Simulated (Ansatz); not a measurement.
Runs of Ansatz 0.2.0 on PbS (Galena). The structure is cubic, space group Fm-3m (No. 225). Conventional cell: a = 5.931 Å, b = 5.931 Å, c = 5.931 Å, α = 90.00°, β = 90.00°, γ = 90.00°. Around Pb (site symmetry m-3m) lie 6 S at 2.97 Å. S (site symmetry m-3m) is surrounded by 6 Pb at 2.97 Å. 

```tsv
task	level	spin	cell	k mesh	smearing	points for each segment of the path	mesh quality	gap on the mesh (eV)	pressure (GPa)
single point	PBE	off	as given	8 × 8 × 8	gaussian 0.014 eV	-	not flagged	0.36	2.2
single point	PBE	off	as given	8 × 8 × 8	gaussian 0.02 eV	-	not flagged	0.36	2.2
relaxation of cell and atoms	PBE+D4	off	relaxed	8 × 8 × 8	fermi-dirac 0.05 eV	-	not flagged	-	0.0
single point	PBE	off	as given	8 × 8 × 8	gaussian 0.022 eV	-	not flagged	0.36	2.2
single point	PBE	off	as given	8 × 8 × 8	gaussian 0.025 eV	-	not flagged	0.36	2.2
single point	PBE	off	as given	8 × 8 × 8	gaussian 0.027 eV	-	not flagged	0.36	2.2
single point	PBE0	SOC, no magnetisation	as given	4 × 4 × 4	fermi-dirac 0.05 eV	-	coarse	0.90	(a)
band structure	BLYP	off	as given	8 × 8 × 8	fermi-dirac 0.05 eV	14	not flagged	0.50	5.9
```

Alike in all rows: potentials or basis Ansatz PAW; cutoff (eV) 420.

Problem. Fill in the values left out.

Solution. (a) 0.9.

Caveats: some runs use coarse meshes; spin-orbit coupling is left out, which as a rule narrows the gap of such compounds by several tenths of an eV (some runs); the PAW data sets come from PBE, with cores solved anew for the run's functional, which leaves a small shift of forces and pressure (some runs); the plane-wave basis is chosen anew once the cell has moved, so the energies of steps on either side of that aren't comparable (some runs); the thresholds are loose for stress (some runs).

A k mesh can miss the band edges, and rows without SOC leave out spin-orbit coupling on Pb.
